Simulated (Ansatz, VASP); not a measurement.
Ta: VASP beside Ansatz

```xyz
1
Lattice="-1.6237 1.6237 1.6237 1.6237 -1.6237 1.6237 1.6237 1.6237 -1.6237" Properties=species:S:1:pos:R:3 pbc="T T T"
Ta    0.0000    0.0000    0.0000
```

Alike in both runs: functional PBEsol; k mesh 24 × 24 × 24; occupations fermi-dirac, width 0.1 eV; no spin polarisation.

Ansatz relaxed the structure, and its values are those at the end. VASP's run is a single point on that final structure, the one shown.

|  | VASP | Ansatz |
| --- | --- | --- |
| version | VASP 6.6.1 | Ansatz 0.2.0 |
| potentials or method | VASP PAW PBE potentials, release 64 (Ta_pv) | PAW with Ansatz's default frozen-core files, scalar-relativistic |
| plane-wave cutoff (eV) | 520 | 420 |
| valence electrons in the cell | 11 | 13 |

|  | VASP | Ansatz | Ansatz less VASP |
| --- | --- | --- | --- |
| pressure (GPa) | 7.3 | 7.0 | -0.26 |

The two sets of potentials don't hold the same shells in valence.

Caveats: the PAW data sets were made with another functional, which shifts forces and pressure a little (VASP). The runs have no spin-orbit coupling, so splittings on Ta are missing.
